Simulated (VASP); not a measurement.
**Sb: relaxation of cell and atoms with r2SCAN**

Crystal: Sb.

```
Sb
1.0
     2.17431    1.25534    3.84920
    -2.17431    1.25534    3.84920
     0.00000   -2.51068    3.84920
Sb
2
Direct
  0.23187 0.23187 0.23187
  0.76813 0.76813 0.76813
```

```yaml
Program: VASP 6.6.1
Task: relaxation of cell and atoms
Functional: r2SCAN
Potentials_or_basis: VASP PAW PBE potentials, release 64 (Sb)
Cutoff: 600 eV
k_mesh: 9 × 9 × 9
Occupations: gaussian, width 0.03 eV
Spin: no spin polarisation
Further_INCAR_settings: ALGO = Normal; EDIFF = 1e-07; IBRION = 2; EDIFFG = -0.005; NSW = 90; ISIF = 3
```

* Pressure after relaxing: 0.0 GPa
* Band gap on the k mesh: 0.14 eV, indirect (least direct gap 0.58 eV)

Final structure:
```xyz
2
Lattice="2.1743 1.2553 3.8492 -2.1743 1.2553 3.8492 0.0000 -2.5107 3.8492" Properties=species:S:1:pos:R:3 pbc="T T T"
Sb    0.0000    0.0000    2.6776
Sb    0.0000    0.0000    8.8701
```

Levels at points of the mesh, in eV from the valence-band top:
```csv
k point,band 1,band 2,band 3,band 4,band 5,band 6,band 7,band 8,band 9
"(0.00, 0.00, 0.00)",-13.01,-4.99,-2.16,-1.88,-1.88,2.01,2.71,2.71,5.59
```

Wall time 4.4 min on 1 thread of Intel(R) Xeon(R) Platinum 8488C (Sapphire Rapids) (shared host), peak memory 0.28 GiB.

Caveat: the relaxation stopped at its first step, so nothing moved; the PAW data sets were made with another functional, which shifts forces and pressure a little; spin-orbit coupling is left out, which moves the levels of the heavy elements; an odd mesh through Γ misses points on the zone boundary, where band edges often lie. r2SCAN opens gaps a little over a GGA but as a rule still falls short of measured ones.
